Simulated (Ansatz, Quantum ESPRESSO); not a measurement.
# ZnS1-xSex: band gap against composition

How far does the gap depart from the straight line between the end members?

Calculated with Quantum ESPRESSO 7.5, PBEsol, GBRV 1.5 ultrasoft potentials, cutoff 680 eV, Fermi–Dirac smearing 0.02 eV, k-mesh 4×4×4, no spin polarisation, no spin-orbit coupling.

The series also meant to hold 0.75 (share of Se on the S sites); those runs didn't finish, missed their thresholds or give no value for this table.

Each composition is one ordered cell of the zinc blende structure with 8 sites to fill (x is the share of Se on the S sites), chosen so that its near-neighbour pairs are as close to random as the cell allows, with cell and atoms relaxed. The cell at x = 0.125: a = 7.6197 Å, b = 7.6197 Å, c = 7.6197 Å, α = 60.00°, β = 60.00°, γ = 60.00°.

```
atom       x       y       z
  Se  0.3750  0.3750  0.3750
  Zn  0.9998  0.9998  0.9998
  Zn  0.9998  0.9998  0.5006
  Zn  0.9998  0.5006  0.9998
  Zn  0.9892  0.5036  0.5036
  Zn  0.5006  0.9998  0.9998
  Zn  0.5036  0.9892  0.5036
  Zn  0.5036  0.5036  0.9892
  Zn  0.5036  0.5036  0.5036
   S  0.3745  0.3745  0.8755
   S  0.3745  0.8755  0.3745
   S  0.3745  0.8755  0.8755
   S  0.8755  0.3745  0.3745
   S  0.8755  0.3745  0.8755
   S  0.8755  0.8755  0.3745
   S  0.8750  0.8750  0.8750
```

```csv
x,formula,space group,gap (eV)
0,ZnS,F-43m,2.090
0.125,Zn8SeS7,F-43m,1.907
0.25,Zn4SeS3,Amm2,1.687
0.375,Zn8Se3S5,R3m,1.571
0.5,Zn2SeS,Ima2,1.498
0.875,Zn8Se7S,F-43m,1.291
1,ZnSe,F-43m,1.242
```

**Question.** Fit the trend and give the value at x = 0.625, a row left out above.

The law is y = (1 − x) y0 + x y1 − b x(1 − x). With w = x(1 − x) and δ the distance of each inner row from the straight line, b = −Σδw/Σw².

| x | w | δ |
| --- | --- | --- |
| 0.125 | 0.1094 | −0.077 |
| 0.25 | 0.1875 | −0.191 |
| 0.375 | 0.2344 | −0.201 |
| 0.5 | 0.2500 | −0.168 |
| 0.875 | 0.1094 | −0.057 |

Σδw = −0.1396 and Σw² = 0.1765, so b = 0.791 eV. At x = 0.625 the law gives 1.375 eV. The run itself gives 1.383 eV, so the estimate misses by 0.008 eV; the fitted rows themselves lie up to 0.043 eV off the law.

One small ordered cell stands for each composition, so a random alloy may differ, and zone-edge valleys can fold onto Γ in it. Semilocal functionals give gaps that are too small, and the error differs from valley to valley, so the order of close valleys can be wrong too.

The same fit over all rows at other levels or in other programs gives b = 0.764 eV with PBEsol (Ansatz).

[Logs are printed without paths, hosts, clocks, repeated set-up lines and the standing remarks that a program may print on its own settings, such as how far it seeks lower states.]
